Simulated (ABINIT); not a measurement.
A calculation with ABINIT 10.8.3 (patched build) of Sn (native input, structure from a POSCAR):

File run.abi:

```
# Pseudopotentials
pp_dirpath "./"
pseudos "Sn.GGA_PBE-JTH.xml"

# Structure
structure "poscar:POSCAR"
natom 2

# Plane-wave basis
ecut 22.0
pawecutdg 44.0

# k points
kptopt 1
ngkpt 7 7 7
nshiftk 1
shiftk 0.0 0.0 0.0

# Exchange and correlation
ixc 11

# Bands and occupations
nband 18
occopt 3
tsmear 0.00183747

# SCF cycle
nstep 100
tolvrs 1.0e-9

# Output
iomode 3
prtwf 0
prteig 0
prtebands 0
enunit 1
prtden 1
prtvha 1
prtvclmb 1
prtpot 1
```

POSCAR

```
Sn
1.0
    0.0000000000      3.2333428000      3.2333428000
    3.2333428000      0.0000000000      3.2333428000
    3.2333428000      3.2333428000      0.0000000000
Sn
2
Direct
    0.7500000000      0.7500000000      0.7500000000  Sn
    0.5000000000      0.5000000000      0.5000000000  Sn
```

Potentials or basis: JTH PAW PBE v2.0.

The run is started by

```console
$ abinit run.abi > log 2>&1
```

This isn't the form of Sn at room conditions, which is tetragonal (white tin).

**Question.** Write the same calculation in another form: ASE script, structure from a POSCAR.

**Answer.** As run:

Contents of run.py:

```python
import json, os
import numpy as np
from ase.units import GPa
from ase.calculators.abinit import Abinit, AbinitProfile
from ase.io import read

atoms = read('POSCAR')

profile = AbinitProfile(command='abinit', pp_paths=[os.path.abspath('pseudos')])
params = dict(
    pps='pawxml', xc='PBE',
    ecut=598.6505,
    pawecutdg=1197.301,
    kptopt=1,
    ngkpt=[7, 7, 7],
    nshiftk=1,
    shiftk=[0.0, 0.0, 0.0],
    ixc=11,
    nband=18,
    occopt=3,
    tsmear=0.05,
    nstep=100,
    tolvrs=1e-09,
    prtwf=0,
    prtden=0,
)

atoms.calc = Abinit(profile=profile, directory='run', **params)
energy = atoms.get_potential_energy()
forces = atoms.get_forces()
stress = atoms.get_stress()
print(f'energy {energy:.6f} eV')
print('forces (eV/A)')
print(np.round(forces, 5))
print('stress (GPa, Voigt, tension positive)', np.round(stress / GPa, 4))
json.dump(dict(energy=energy, forces=forces.tolist(), stress=stress.tolist(), cell=atoms.cell.tolist(), frac=atoms.get_scaled_positions(wrap=False).tolist()), open('results.json', 'w'))
```

The input POSCAR:

```
Sn
1.0
    0.0000000000      3.2333428000      3.2333428000
    3.2333428000      0.0000000000      3.2333428000
    3.2333428000      3.2333428000      0.0000000000
Sn
2
Direct
    0.7500000000      0.7500000000      0.7500000000
    0.5000000000      0.5000000000      0.5000000000
```

Potentials or basis: JTH PAW PBE v2.0.

Launch:

```sh
$ python run.py
```

Both were run:

|  | native input, structure from a POSCAR | ASE script, structure from a POSCAR |
| --- | --- | --- |
| Pressure | 3.8 GPa | 3.8 GPa |
| Band gap on the k mesh | none (metal or under the smearing width) | none (metal or under the smearing width) |
| Valence electrons inside the program's atomic spheres | Sn 12.02, 12.01 (radii [1.3287] Å) | Sn 12.02, 12.01 (radii [1.3287] Å) |

Keys that steer only the numerical path or the files written may differ.
